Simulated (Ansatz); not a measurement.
## BN (P6_3/mmc) under strain

BN (started from an entry of an open crystallographic database), relaxed with r2SCAN+rVV10 in Ansatz. Space group P6_3/mmc (No. 194), hexagonal; conventional cell a = 2.501 Å, c = 6.524 Å, 8.83 Å³ an atom. Around B lie 3 N at 1.44 Å; around N lie 3 B at 1.44 Å.

The axes x, y and z are those of this cell:
```xyz
4
Lattice="2.5006 0.0000 0.0000 -1.2503 2.1656 0.0000 0.0000 0.0000 6.5236" Properties=species:S:1:pos:R:3 pbc="T T T"
B     0.0000    1.4437    1.6309
B     1.2503    0.7219    4.8927
N     0.0000    1.4437    4.8927
N     1.2503    0.7219    1.6309
```

Unstrained: The PBE gap is indirect, 4.210 eV (Γ–K (0.91 of the way from Γ) to M), below the direct gap of 4.652 eV at H. With r2SCAN the valence top lies at Γ–K (0.91 of the way from Γ) and the conduction bottom at M, 4.764 eV higher; the smallest vertical gap, at M, is 5.218 eV. With HSE06 the valence top lies at Γ–K (0.91 of the way from Γ) and the conduction bottom at M, 5.518 eV higher; the smallest vertical gap, at M, is 6.015 eV. Meshes: PBE 12×12×4, r2SCAN 12×12×4, HSE06 9×9×4. Strains are changes of length per length. After each strain the atoms were relaxed again with r2SCAN+rVV10 within the symmetry that the strain leaves, so tilts or polar shifts that break it weren't tested; points keep the names that they have in the unstrained zone. (Simulation; spin polarisation is off.)

Changes of the least gap in eV (an overlap counts as a negative gap):

| strain | volume change (%) | space group | PBE | r2SCAN | HSE06 |
| --- | --- | --- | --- | --- | --- |
| epitaxial +4.46 % in the xy plane, free normal strain -0.58 % | +8.5 | P6_3/mmc | -0.239 | -0.238 | -0.235 |
| uniaxial +1.88 % along y | +1.9 | Cmcm | -0.112 | -0.118 | -0.116 |

Epitaxial +4.46 % in the xy plane, free normal strain -0.58 %. HSE06: the gap goes from 5.518 to 5.283 eV (-0.235 eV); the edges go from Γ–K (0.91) → M to (0.294, 0.294, -0.003) → M. Stress change with PBE, compression positive: xx -40.75, yy -40.75, zz -0.29 GPa.

Uniaxial +1.88 % along y, other directions held. HSE06: the gap goes from 5.518 to 5.402 eV (-0.116 eV); the edges go from Γ–K (0.91) → M to Γ–K (0.89) → M. Stress change with PBE, compression positive: xx -3.66, yy -16.39, zz -0.10 GPa.

Where an edge lies off the special points, it is a point of the mesh or the k point where a search put PBE's edge or least direct gap, reused for the other functionals, whose own edges may lie a little apart.

Coordinates of k points refer to the reciprocal vectors of the primitive cell of the runs.

The meshes of the hybrids are coarse, so their gaps aren't converged to the digits shown.
